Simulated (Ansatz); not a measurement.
# Tc(0001) / 1 layer Ru(0001) / Tc(0001): resistance against film thickness, part 2 of 2

Aim: what a thin film of another metal adds to the resistance, first Tc(0001) / 1 layer Ru(0001) / Tc(0001).

Ansatz 0.2.0; Ansatz plane-wave DFT, PBE, PAW files; ballistic transport by layer matching (Landauer), zero bias; PAW set ansatz+soft_1.

So far. Step 2 (With 1 layer): The lead's potential steps by 1.9 meV from period to period, small in itself. The program estimates the junction's conductance to 3.8 % from the k-mesh, 0.1 % from the leads' distance from neutral and 0.8 % from their steps. Step 3 (With 3 layers, k-mesh 16×16×1, film layers 3): The conductance of the junction is 1.3e15 S/m², 8.0 % under the 1.4e15 S/m² of the last finished run.

### Step 4. With 5 layers, k-mesh 16×16×1, film layers 5

The stack now holds 5 film layers; the k-mesh follows the cell, and the energies span -0.27 to 0.27 eV.

System of this step: Tc(0001) / 5 layers Ru(0001) / Tc(0001). The cell holds 14 atoms: 9 Tc and 5 Ru. Its edges and angles: a = 2.740 Å, b = 2.740 Å, c = 30.230 Å, α = 90.0°, β = 90.0°, γ = 120.0°. It derives from Tc and Ru. Regions: lead, 9 atoms (9 Tc); films, 5 atoms (5 Ru). The structure is stacked along c, and the current runs across the ab planes.

input.yaml reads:

```yaml
crystal:
  lattice:
    - [2.74, 0.0, 0.0]
    - [-1.37, 2.3729096064, 0.0]
    - [0.0, 0.0, 30.2301896715]
  atoms:
    - { symbol: Tc, position: [0.3333333333, 0.6666666667, 0.0363709263] }
    - { symbol: Tc, position: [0.6666666667, 0.3333333333, 0.1091127788] }
    - { symbol: Tc, position: [0.3333333333, 0.6666666667, 0.1818546314] }
    - { symbol: Tc, position: [0.6666666667, 0.3333333333, 0.254596484] }
    - { symbol: Ru, position: [0.3333333333, 0.6666666667, 0.3254997429] }
    - { symbol: Ru, position: [0.6666666667, 0.3333333333, 0.3945644083] }
    - { symbol: Ru, position: [0.3333333333, 0.6666666667, 0.4636290737] }
    - { symbol: Ru, position: [0.6666666667, 0.3333333333, 0.5326937391] }
    - { symbol: Ru, position: [0.3333333333, 0.6666666667, 0.6017584045] }
    - { symbol: Tc, position: [0.6666666667, 0.3333333333, 0.6726616635] }
    - { symbol: Tc, position: [0.3333333333, 0.6666666667, 0.745403516] }
    - { symbol: Tc, position: [0.6666666667, 0.3333333333, 0.8181453686] }
    - { symbol: Tc, position: [0.3333333333, 0.6666666667, 0.8908872212] }
    - { symbol: Tc, position: [0.6666666667, 0.3333333333, 0.9636290737] }
kpoints:
  mp_grid: { grid: [16, 16, 1] }
hamiltonian:
  xc: pbe
  pseudopotentials: { kind: paw, azcp: { Ru: "soft_1/Ru.paw.azcp" } }
scf:
  occupations: { method: fermi_dirac, width: 0.1 }
output:
  transmission:
    leads: [[0, 2]]
    kmesh: [30, 30]
    e_range: [-0.27, 0.27]
    de: 0.036
  write_potential: true
  write_density: true
  volumetric_format: npy
```

The run is started by

```sh
ansatz run input.yaml --threads 4 --pin off --max-ram 8192MiB --backend cpu --events-out ev --progress --plain --runs-dir out
```

Numbers of over 12 decimals in the logs are rounded to 6 here.

Log:

```text
[...]
Crystal: 14 atoms, lattice volume = 196.550 Å³
Basis set: ecut = 500 eV, 4851 PW (Γ)
Bands: 129, of which v1, the nominal top of the filled ones, is band 108 counted from 1 (107 counted from 0)
Symmetry: 12 space group operations
[...]
k-points: 30 of 256 (time reversal used)
[...]
--- Transmission ---
  basis      : 61 plane waves across, 56 finite elements along
  points     : 91, standing for a mesh of 30 x 30
[...]
filled         : 6.9 meV over the level at which it is neutral
    channels       : 1.482222e0 a spin
[...]
slowest decay  : 0.0517 /Å at (0.1000, 0.1000)
  junction   : crystal 0 to crystal 0, -0.00 to 25.83 Å
    transmission   : 1.019961e0 a spin
[...]
resistance     : 2.5493e-4 Ω µm² beyond half of each lead's own
[key lines of the parts left out:]
SCF converged after 11 iterations
Free energy (F): -77976.315534 eV
Fermi energy:    22.704529 eV
```

The job ended after 2 min (4 threads of Intel Xeon Platinum 8488C (Sapphire Rapids), shared host; peak memory 1.5 GiB).

This step gave:

```yaml
free_energy: -77976.3155 eV
energy_at_zero_smearing: -77976.0901 eV
fermi_energy: 22.70 eV
step_of_the_lead_s_potential: 2 meV
conductance_of_the_junction: 1.22e15 S/m²
junction_conductance_per_cell: 1.020 G₀
estimated_errors_of_the_junction_s_conductance: 0.4, 0.2, 3.8, 1, 0 % (energy step, band edges, k-mesh, leads' steps, distance from neutral)
area_resistance_that_the_stack_adds_contact_term_taken_off_spin_by_spin: 0.2549 fΩ m²
```

Per spin. Table of transmission, zone mean by energy, zero at the Fermi level:

| energy (eV) | transmission, zone mean |
| --- | --- |
| -0.270 | 1.02 |
| -0.234 | 1.02 |
| -0.198 | 1.03 |
| -0.162 | 0.999 |
| -0.126 | 1.00 |
| -0.090 | 1.00 |
| -0.054 | 1.02 |
| -0.018 | 1.02 |
| 0.018 | 1.02 |
| 0.054 | 1.02 |
| 0.090 | 0.987 |
| 0.126 | 0.958 |
| 0.162 | 0.935 |
| 0.198 | 0.969 |
| 0.234 | 0.991 |
| 0.270 | 0.991 |

The conductance of the junction is 1.2e15 S/m², 8.6 % under the 1.3e15 S/m² of the last finished run.

### Step 5. With 7 layers, k-mesh 16×16×1, film layers 7

The stack now holds 7 film layers; the k-mesh follows the cell, and the energies span -0.27 to 0.27 eV.

System of this step: Tc(0001) / 7 layers Ru(0001) / Tc(0001). The cell holds 16 atoms: 9 Tc and 7 Ru. Cell: a = 2.740 Å, b = 2.740 Å, c = 34.406 Å, α = 90.0°, β = 90.0°, γ = 120.0°. It derives from Tc and Ru. Regions: lead, 9 atoms (9 Tc); films, 7 atoms (7 Ru). The structure is stacked along c, and the current runs across the ab planes.

input.yaml, the sections that differ from step 4:

```yaml
crystal:
  lattice:
    - [2.74, 0.0, 0.0]
    - [-1.37, 2.3729096064, 0.0]
    - [0.0, 0.0, 34.4058655401]
  atoms:
    - { symbol: Tc, position: [0.3333333333, 0.6666666667, 0.0319567604] }
    - { symbol: Tc, position: [0.6666666667, 0.3333333333, 0.0958702811] }
    - { symbol: Tc, position: [0.3333333333, 0.6666666667, 0.1597838018] }
    - { symbol: Tc, position: [0.6666666667, 0.3333333333, 0.2236973225] }
    - { symbol: Ru, position: [0.3333333333, 0.6666666667, 0.285995391] }
    - { symbol: Ru, position: [0.6666666667, 0.3333333333, 0.3466780072] }
    - { symbol: Ru, position: [0.3333333333, 0.6666666667, 0.4073606234] }
    - { symbol: Ru, position: [0.6666666667, 0.3333333333, 0.4680432396] }
    - { symbol: Ru, position: [0.3333333333, 0.6666666667, 0.5287258559] }
    - { symbol: Ru, position: [0.6666666667, 0.3333333333, 0.5894084721] }
    - { symbol: Ru, position: [0.3333333333, 0.6666666667, 0.6500910883] }
    - { symbol: Tc, position: [0.6666666667, 0.3333333333, 0.7123891568] }
    - { symbol: Tc, position: [0.3333333333, 0.6666666667, 0.7763026775] }
    - { symbol: Tc, position: [0.6666666667, 0.3333333333, 0.8402161982] }
    - { symbol: Tc, position: [0.3333333333, 0.6666666667, 0.9041297189] }
    - { symbol: Tc, position: [0.6666666667, 0.3333333333, 0.9680432396] }
# kpoints, hamiltonian, scf, output: as in step 4
```

Log:

```text
[...]
Crystal: 16 atoms, lattice volume = 223.699 Å³
Basis set: ecut = 500 eV, 5513 PW (Γ)
Bands: 149, of which v1, the nominal top of the filled ones, is band 124 counted from 1 (123 counted from 0)
Symmetry: 12 space group operations
[...]
k-points: 30 of 256 (time reversal used)
[...]
--- Transmission ---
  basis      : 61 plane waves across, 64 finite elements along
  points     : 91, standing for a mesh of 30 x 30
[...]
filled         : 12.3 meV over the level at which it is neutral
    channels       : 1.482222e0 a spin
[...]
slowest decay  : 0.0452 /Å at (0.1000, 0.1000)
  junction   : crystal 0 to crystal 0, 0.00 to 30.01 Å
    transmission   : 9.711032e-1 a spin
[...]
resistance     : 3.0037e-4 Ω µm² beyond half of each lead's own
[key lines of the parts left out:]
SCF converged after 11 iterations
Free energy (F): -89733.776177 eV
Fermi energy:    22.787048 eV
```

It took 2.4 min on 4 threads; peak memory 1.8 GiB; 6.9 min of CPU time.

Numbers from this step:

| Item | Value |
| --- | --- |
| free energy | -89733.7762 eV |
| energy at zero smearing | -89733.5235 eV |
| Fermi energy | 22.79 eV |
| step of the lead's potential | 1.9 meV |
| lead conductance per cell | 1.479 G₀ |
| conductance of the junction | 1.15e15 S/m² |
| junction conductance per cell | 0.9674 G₀ |
| estimated errors of the junction's conductance | 0.2, 0.4, 4.3, 1, 0.1 % (energy step, band edges, k-mesh, leads' steps, distance from neutral) |
| area resistance that the stack adds (contact term taken off, spin by spin) | 0.3004 fΩ m² |

Per spin. Table of transmission, zone mean by energy, zero at the Fermi level:

| energy (eV) | transmission, zone mean |
| --- | --- |
| -0.270 | 0.976 |
| -0.234 | 0.985 |
| -0.198 | 0.988 |
| -0.162 | 0.949 |
| -0.126 | 0.968 |
| -0.090 | 0.965 |
| -0.054 | 0.968 |
| -0.018 | 0.970 |
| 0.018 | 0.971 |
| 0.054 | 0.971 |
| 0.090 | 0.946 |
| 0.126 | 0.955 |
| 0.162 | 0.963 |
| 0.198 | 0.944 |
| 0.234 | 0.927 |
| 0.270 | 0.901 |

The conductance of the junction is 1.2e15 S/m², 5.2 % under the 1.2e15 S/m² of the last finished run, no more than the error estimates, leads' steps apart, of 3.8 and 4.3 % together.

### Step 6. With 9 layers, k-mesh 16×16×1, film layers 9

The stack now holds 9 film layers; the k-mesh follows the cell, and the energies span -0.27 to 0.27 eV.

System of this step: Tc(0001) / 9 layers Ru(0001) / Tc(0001). The cell holds 18 atoms: 9 Tc and 9 Ru. Its edges and angles: a = 2.740 Å, b = 2.740 Å, c = 38.582 Å, α = 90.0°, β = 90.0°, γ = 120.0°. It derives from Tc and Ru. Regions: lead, 9 atoms (9 Tc); films, 9 atoms (9 Ru). The structure is stacked along c, and the current runs across the ab planes.

input.yaml reads:

```yaml
crystal:
  lattice:
    - [2.74, 0.0, 0.0]
    - [-1.37, 2.3729096064, 0.0]
    - [0.0, 0.0, 38.5815414087]
  atoms:
    - { symbol: Tc, position: [0.3333333333, 0.6666666667, 0.0284980838] }
    - { symbol: Tc, position: [0.6666666667, 0.3333333333, 0.0854942514] }
    - { symbol: Tc, position: [0.3333333333, 0.6666666667, 0.142490419] }
    - { symbol: Tc, position: [0.6666666667, 0.3333333333, 0.1994865866] }
    - { symbol: Ru, position: [0.3333333333, 0.6666666667, 0.2550421421] }
    - { symbol: Ru, position: [0.6666666667, 0.3333333333, 0.3091570856] }
    - { symbol: Ru, position: [0.3333333333, 0.6666666667, 0.3632720292] }
    - { symbol: Ru, position: [0.6666666667, 0.3333333333, 0.4173869727] }
    - { symbol: Ru, position: [0.3333333333, 0.6666666667, 0.4715019162] }
    - { symbol: Ru, position: [0.6666666667, 0.3333333333, 0.5256168597] }
    - { symbol: Ru, position: [0.3333333333, 0.6666666667, 0.5797318032] }
    - { symbol: Ru, position: [0.6666666667, 0.3333333333, 0.6338467468] }
    - { symbol: Ru, position: [0.3333333333, 0.6666666667, 0.6879616903] }
    - { symbol: Tc, position: [0.6666666667, 0.3333333333, 0.7435172458] }
    - { symbol: Tc, position: [0.3333333333, 0.6666666667, 0.8005134134] }
    - { symbol: Tc, position: [0.6666666667, 0.3333333333, 0.857509581] }
    - { symbol: Tc, position: [0.3333333333, 0.6666666667, 0.9145057486] }
    - { symbol: Tc, position: [0.6666666667, 0.3333333333, 0.9715019162] }
kpoints:
  mp_grid: { grid: [16, 16, 1] }
hamiltonian:
  xc: pbe
  pseudopotentials: { kind: paw, azcp: { Ru: "soft_1/Ru.paw.azcp" } }
scf:
  occupations: { method: fermi_dirac, width: 0.1 }
output:
  transmission:
    leads: [[0, 2]]
    kmesh: [30, 30]
    e_range: [-0.27, 0.27]
    de: 0.036
  write_potential: true
  write_density: true
  volumetric_format: npy
```

Log:

```text
[...]
Crystal: 18 atoms, lattice volume = 250.848 Å³
Basis set: ecut = 500 eV, 6177 PW (Γ)
Bands: 168, of which v1, the nominal top of the filled ones, is band 140 counted from 1 (139 counted from 0)
Symmetry: 12 space group operations
[...]
k-points: 30 of 256 (time reversal used)
[...]
--- Transmission ---
  basis      : 61 plane waves across, 73 finite elements along
  points     : 91, standing for a mesh of 30 x 30
[...]
filled         : 12.6 meV over the level at which it is neutral
    channels       : 1.482222e0 a spin
[...]
slowest decay  : 0.0445 /Å at (0.1000, 0.1000)
  junction   : crystal 0 to crystal 0, 0.00 to 34.18 Å
    transmission   : 9.567424e-1 a spin
[...]
resistance     : 3.3284e-4 Ω µm² beyond half of each lead's own
[key lines of the parts left out:]
SCF converged after 11 iterations
Free energy (F): -101491.261928 eV
Fermi energy:    22.851980 eV
```

Elapsed: 2.8 min, on 4 threads; peak memory 2.1 GiB.

Numbers from this step:

```yaml
free_energy: -101491.2619 eV
energy_at_zero_smearing: -101491.0003 eV
fermi_energy: 22.85 eV
step_of_the_lead_s_potential: 2 meV
conductance_of_the_junction: 1.11e15 S/m²
junction_conductance_per_cell: 0.9324 G₀
estimated_errors_of_the_junction_s_conductance: 0, 0.1, 5.1, 1.5, 0.2 % (energy step, band edges, k-mesh, leads' steps, distance from neutral)
area_resistance_that_the_stack_adds_contact_term_taken_off_spin_by_spin: 0.3328 fΩ m²
```

Per spin. Transmission, zone mean against energy, zero at the Fermi level:

| energy (eV) | transmission, zone mean |
| --- | --- |
| -0.270 | 0.989 |
| -0.234 | 0.979 |
| -0.198 | 0.999 |
| -0.162 | 0.952 |
| -0.126 | 0.959 |
| -0.090 | 0.924 |
| -0.054 | 0.905 |
| -0.018 | 0.927 |
| 0.018 | 0.957 |
| 0.054 | 0.926 |
| 0.090 | 0.895 |
| 0.126 | 0.917 |
| 0.162 | 0.943 |
| 0.198 | 0.957 |
| 0.234 | 0.909 |
| 0.270 | 0.907 |

The conductance of the junction is 1.1e15 S/m², 3.6 % under the 1.2e15 S/m² of the last finished run, within the error estimates, leads' steps apart, of 4.3 and 5.1 %.

### Step 7. Cost and result by level

Times are for 4 threads of Intel Xeon Platinum 8488C (Sapphire Rapids), shared host. The series side by side:

| no. | film layers | area resistance that the stack adds (contact term taken off, spin by spin) (fΩ m²) | conductance of the junction (S/m²) | time | memory (GiB) |
| --- | --- | --- | --- | --- | --- |
| 1 | 1 | 0.1238 | 1.45e15 | 2.2 min | 1.1 |
| 2 | 3 | 0.1837 | 1.33e15 | 89 s | 1.2 |
| 3 | 5 | 0.2549 | 1.22e15 | 2 min | 1.5 |
| 4 | 7 | 0.3004 | 1.15e15 | 2.4 min | 1.8 |
| 5 | 9 | 0.3328 | 1.11e15 | 2.8 min | 2.1 |

### Step 8. With 3 layers

A repeat with a deliberate mistake in the input, to see how the program answers it.

This step: Ansatz plane-wave DFT, PBE, PAW files; ballistic transport by layer matching (Landauer), zero bias; changed: magnetization.spin_polarized = 2.5, scf.max_iter = 50 (Ansatz 0.2.0).

System of this step: Tc(0001) / 3 layers Ru(0001) / Tc(0001). The cell holds 12 atoms: 9 Tc and 3 Ru. Cell: a = 2.740 Å, b = 2.740 Å, c = 26.055 Å, α = 90.0°, β = 90.0°, γ = 120.0°. It derives from Tc and Ru. Regions: lead, 9 atoms (9 Tc); films, 3 atoms (3 Ru). The structure is stacked along c, and the current runs across the ab planes.

input.yaml, the sections that differ from step 6:

```yaml
crystal:
  lattice:
    - [2.74, 0.0, 0.0]
    - [-1.37, 2.3729096064, 0.0]
    - [0.0, 0.0, 26.0545138029]
  atoms:
    - { symbol: Tc, position: [0.3333333333, 0.6666666667, 0.0421999815] }
    - { symbol: Tc, position: [0.6666666667, 0.3333333333, 0.1265999444] }
    - { symbol: Tc, position: [0.3333333333, 0.6666666667, 0.2109999074] }
    - { symbol: Tc, position: [0.6666666667, 0.3333333333, 0.2953998704] }
    - { symbol: Ru, position: [0.3333333333, 0.6666666667, 0.3776665741] }
    - { symbol: Ru, position: [0.6666666667, 0.3333333333, 0.4578000185] }
    - { symbol: Ru, position: [0.3333333333, 0.6666666667, 0.537933463] }
    - { symbol: Tc, position: [0.6666666667, 0.3333333333, 0.6202001667] }
    - { symbol: Tc, position: [0.3333333333, 0.6666666667, 0.7046001296] }
    - { symbol: Tc, position: [0.6666666667, 0.3333333333, 0.7890000926] }
    - { symbol: Tc, position: [0.3333333333, 0.6666666667, 0.8734000556] }
    - { symbol: Tc, position: [0.6666666667, 0.3333333333, 0.9578000185] }
scf:
  occupations: { method: fermi_dirac, width: 0.1 }
  max_iter: 50
magnetization:
  spin_polarized: 2.5
# kpoints, hamiltonian, output: as in step 6
```

Log:

```text
Error: YAML parse error: error: line 37 column 19: invalid boolean (strict mode expects true/false)
  --> <input>:37:19
   |
35 |   volumetric_format: npy
36 | magnetization:
37 |   spin_polarized: 2.5
   |                   ^ invalid boolean (strict mode expects true/false)
```

Run time: 0.02 s. Hardware: 4 threads; peak memory 0.035 GiB.

The input was rejected at the start.

The program's message: “Error: YAML parse error: error: line 37 column 19: invalid boolean (strict mode expects true/false)”

The change that led to it: magnetization.spin_polarized = 2.5.

### Step 9. Results

| Quantity | Value |
| --- | --- |
| area resistance, 1 layer | 0.124 fΩ m² |
| area resistance, 3 layers | 0.184 fΩ m² |
| area resistance, 5 layers | 0.255 fΩ m² |
| area resistance, 7 layers | 0.300 fΩ m² |
| area resistance, 9 layers | 0.333 fΩ m² |

What this shows: The stack adds 0.12 fΩ m² with 1 layer and 0.33 fΩ m² with 9. From 3 to 9 layers it grows by 81 %; nothing scatters inside a perfect film, so this is no ohmic growth, and the error estimates, with the leads' steps, cover part of it. Atoms sit on ideal sites and aren't relaxed. Ru(0001) is stretched by 1.3 % in plane to fit Tc(0001).

[Logs are printed without paths, hosts, clocks, repeated set-up lines and the standing remarks that a program may print on its own settings, such as how far it seeks lower states.]

[Hosts, paths, dates, database ids (printed as entryN), source tags and the programs' standing remarks are cut or masked in the printed files.]
